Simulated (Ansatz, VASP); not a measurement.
**V in VASP and in Ansatz**

The input INCAR:

```
ALGO = Normal
EDIFF = 1E-7
EDIFFG = -0.05
ENCUT = 600
GGA = PS
IBRION = 2
ISIF = 3
ISMEAR = 0
LASPH = True
LCHARG = False
LREAL = False
LWAVE = False
NELM = 80
NSW = 80
PREC = Accurate
SIGMA = 0.1
```

The input KPOINTS:

```
k-points
0
Gamma
  8 8 8
```

POSCAR

```
V
1.0
    0.0000000000      1.9662995693      1.9662995693
    1.9662995693      0.0000000000      1.9662995693
    1.9662995693      1.9662995693      0.0000000000
V
1
Direct
    0.0000000000      0.0000000000      0.0000000000
```

Input for Ansatz:

```yaml
crystal:
  lattice:
    - [0.0, 1.9662995693, 1.9662995693]
    - [1.9662995693, 0.0, 1.9662995693]
    - [1.9662995693, 1.9662995693, 0.0]
  atoms:
    - { symbol: V, position: [0.0, 0.0, 0.0] }
basis:
  ecutwfc: 420
kpoints:
  mp_grid: { grid: [8, 8, 8] }
hamiltonian:
  xc: pbesol
scf:
  occupations: { method: gaussian, width: 0.1 }
output:
  forces: true
  stress: true
  eigenvalues: true
relax:
  adjacent_minimum: "off"
  f_tol: 0.05
  max_steps: 60
  cell: { stress_tol: 0.5 }
```

Alike in both runs: task relaxation of cell and atoms; functional PBEsol; k mesh 8 × 8 × 8; occupations gaussian, width 0.1 eV; no spin polarisation.

|  | VASP | Ansatz |
| --- | --- | --- |
| version | VASP 6.6.1 | Ansatz 0.2.0 |
| potentials or method | VASP PAW PBE potentials, release 64 (V_sv) | scalar-relativistic, plane waves, PAW |
| plane-wave cutoff (eV) | 600 | 420 |
| valence electrons in the cell | 13 | 13 |

```tsv
	VASP	Ansatz	Ansatz less VASP
gap on the k mesh at the Fermi level, each at its own relaxed structure (eV)	none	none	-
relaxed volume (Å³/atom)	13.42	13.42	-0.003
relaxed cell length with the largest relative difference (Å)	2.668	2.667	-0.0002
energy change over the relaxation (meV/atom)	-114	-115	-0.6
```

A gap of «none» marks a metal or a gap that the smearing closes.

Caveats: the PAW data sets were made with another functional, which shifts forces and pressure a little (VASP).
